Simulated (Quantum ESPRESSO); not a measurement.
## TePb: equation of state with PBE

Crystal: TePb.

```
Pb Te
1.0
     4.00229    0.00000    0.00000
     0.00000    4.00229    0.00000
     0.00000    0.00000    4.00229
Pb Te
1 1
Direct
  0.00000 0.00000 0.00000
  0.50000 0.50000 0.50000
```

Measurements of this composition are mostly on another form, of space group No. 225.

```
Program             : Quantum ESPRESSO 7.5
Task                : equation of state
Functional          : PBE
Potentials or basis : SSSP 1.3 efficiency PBE
Cutoff              : 748 eV
Density cutoff      : 5987 eV
k mesh              : 7 × 7 × 7
Occupations         : fermi-dirac, width 0.05 eV
Spin                : no spin polarisation
```

- Equilibrium volume: 32.00 Å³/atom
- Bulk modulus: 40 GPa
- Pressure derivative of the bulk modulus: 3.9

Energy against volume, from the lowest point:
| volume (Å³/atom) | energy (meV/atom) |
| --- | --- |
| 30.132 | 15.14 |
| 30.773 | 6.31 |
| 31.414 | 1.38 |
| 32.055 | 0.00 |
| 32.696 | 1.82 |
| 33.337 | 6.56 |
| 33.978 | 13.93 |

All runs of the series together: 5.2 min on 1 thread of Intel(R) Xeon(R) Processor @ 2.70GHz, on a shared host.

The run has no spin-orbit coupling, so splittings on Pb, Te are missing.
